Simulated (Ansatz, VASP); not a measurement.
# Si: VASP beside Ansatz

```xyz
2
Lattice="0.0000 2.7331 2.7141 2.7331 0.0000 2.7141 2.7331 2.7331 0.0000" Properties=species:S:1:pos:R:3 pbc="T T T"
Si    0.0000    0.0000    0.0000
Si    1.3665    1.3665    1.3570
```

Change from the starting cell: strained cell.

Alike in both runs: functional r2SCAN; k mesh 8 × 8 × 8; occupations gaussian, width 0.02 eV; no spin polarisation.

Ansatz relaxed the structure, and its values are those at the end. VASP's run is a single point on that final structure, the one shown.

```csv
,VASP,Ansatz
version,VASP 6.6.1,Ansatz 0.2.0
potentials or method,"VASP PAW PBE potentials, release 64 (Si)","scalar-relativistic, plane waves, PAW"
plane-wave cutoff (eV),520,500
valence electrons in the cell,8,8
```

Ansatz gave:

* gap on the k mesh at the Fermi level (eV): 0.74
* least direct gap on the mesh (eV): 2.68
* pressure (GPa): -0.5

Which values does VASP return?

gap on the k mesh at the Fermi level (eV): 0.75; least direct gap on the mesh (eV): 2.70; pressure (GPa): -0.7.

Ansatz warned: «stress_scf_threshold_loose».

Caveats: the PAW data sets were made with another functional, which shifts forces and pressure a little (VASP). A k mesh can miss the band edges.
